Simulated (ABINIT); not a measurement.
Sn:

```
CELL_PARAMETERS angstrom
-2.02919 2.02919 1.66076
2.02919 -2.02919 1.66076
2.02919 2.02919 -1.66076
ATOMIC_POSITIONS crystal
Sn 0.00000 0.00000 0.00000
```

This isn't the form of Sn at room conditions, which is tetragonal (white tin).

```yaml
Program: ABINIT 10.8.3 (patched build)
Task: relaxation of cell and atoms
Functional: LDA
Potentials_or_basis: JTH PAW LDA v2.0
Cutoff: 599 eV
k_mesh: 10 × 10 × 10
Occupations: fermi-dirac, width 0.05 eV
Spin: no spin polarisation
```

At the start: pressure -3.1 GPa; volume 27.35 Å³/atom.

Problem. Where does the relaxation end?

Solution. Over 6 steps the energy falls by 18.5 meV/atom and the volume is 25.64 Å³/atom (-6.3 %); space group I4/mmm (No. 139, to 0.05 Å).

Step by step:
```
step  energy change (eV)  largest force (eV/Å)  pressure (GPa)  volume (Å³)
   1              0.0000                0.0000           -3.12        27.35
   2             -0.0048                0.0000           -2.71        27.09
   3             -0.0182                0.0000            0.41        25.47
   4             -0.0184                0.0000           -0.02        25.65
   5             -0.0184                0.0000           -0.01        25.64
   6             -0.0185                0.0000            0.00        25.64
```

Final structure:
```
CELL_PARAMETERS angstrom
-1.97540 1.97540 1.64237
1.97540 -1.97540 1.64237
1.97540 1.97540 -1.64237
ATOMIC_POSITIONS crystal
Sn 0.00000 0.00000 0.00000
```
